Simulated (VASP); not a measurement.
GaN:

```
CELL_PARAMETERS angstrom
3.18000 0.00000 0.00000
-1.59000 2.75396 0.00000
0.00000 0.00000 5.16600
ATOMIC_POSITIONS crystal
Ga 0.33333 0.66667 0.00000
Ga 0.66667 0.33333 0.50000
N 0.33333 0.66667 0.37500
N 0.66667 0.33333 0.87500
```

- Program: VASP 6.6.1
- Task: relaxation of cell and atoms
- Functional: PBE
- Potentials or basis: VASP PAW PBE potentials, release 64 (Ga_d, N)
- Cutoff: 600 eV
- k mesh: 12 × 12 × 5
- Occupations: gaussian, width 0.03 eV
- Spin: no spin polarisation

At the start: pressure 7.2 GPa; volume 11.31 Å³/atom.

Problem. Where does the relaxation end?

Solution. Over 5 steps the energy falls by 10.1 meV/atom and the volume is 11.75 Å³/atom (+3.9 %); space group P6_3mc (No. 186, to 0.05 Å).

The path:
```tsv
step	energy change (eV)	largest force (eV/Å)	pressure (GPa)	volume (Å³)
1	0.0000	0.1346	7.17	45.24
2	-0.0118	0.0620	-5.27	48.64
3	-0.0402	0.0105	-0.03	47.03
4	-0.0402	0.0127	0.13	47.00
5	-0.0403	0.0073	0.09	47.00
```

Final structure:
```
CELL_PARAMETERS angstrom
3.21715 0.00000 0.00000
-1.60857 2.78613 0.00000
0.00000 0.00000 5.24347
ATOMIC_POSITIONS crystal
Ga 0.33333 0.66667 0.99924
Ga 0.66667 0.33333 0.49924
N 0.33333 0.66667 0.37576
N 0.66667 0.33333 0.87576
```
